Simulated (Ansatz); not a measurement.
Runs of Ansatz 0.2.0 on TiSi. Symmetry: Cmmm, No. 65, orthorhombic system. The conventional cell has a = 3.632 Å, b = 4.235 Å, c = 3.804 Å, α = 90.00°, β = 90.00°, γ = 90.00°. Ti (site symmetry mmm) is surrounded by 8 Si at 2.63 to 2.85 Å and 4 Ti at 2.79 Å. Si (site symmetry mmm) has 8 Ti at 2.63 to 2.85 Å and 4 Si at 2.79 Å as nearest neighbours. The cell comes from a database or a generator and needn't be the stable form of this composition.

```csv
task,potentials or basis,cell,cutoff (eV),smearing,basis error allowed,pressure (GPa)
relaxation of cell and atoms,"all-electron LAPW, scalar-relativistic",relaxed to 10 GPa,-,fermi-dirac 0.05 eV,0.001 eV/atom,10.0
single point,"all-electron LAPW, scalar-relativistic",as given,239,gaussian 0.02 eV,0.001 eV/atom,(a)
relaxation of cell and atoms,"all-electron LAPW, scalar-relativistic",relaxed,-,fermi-dirac 0.05 eV,0.001 eV/atom,0.0
band structure,all-electron PAW datasets made for the crystal,as given,280,fermi-dirac 0.05 eV,-,-4.3
band structure,"all-electron LAPW, scalar-relativistic",as given,239,fermi-dirac 0.05 eV,0.001 eV/atom,-4.3
relaxation of cell and atoms,"all-electron LAPW, scalar-relativistic",relaxed to 20 GPa,-,fermi-dirac 0.05 eV,0.001 eV/atom,20.0
band structure,"all-electron LAPW, non-relativistic",as given,240,fermi-dirac 0.05 eV,0.001 eV/atom,-4.1
relaxation of cell and atoms,"all-electron LAPW, scalar-relativistic",relaxed to 30 GPa,-,fermi-dirac 0.05 eV,0.001 eV/atom,30.0
```

Alike in all rows: level PBEsol; no spin polarisation; k mesh 10 × 10 × 7.

Problem. Fill in the values left out.

Solution. (a) -4.4.

The runs don't all hold the same shells in valence.

Runs at the PBE level aren't shown here.
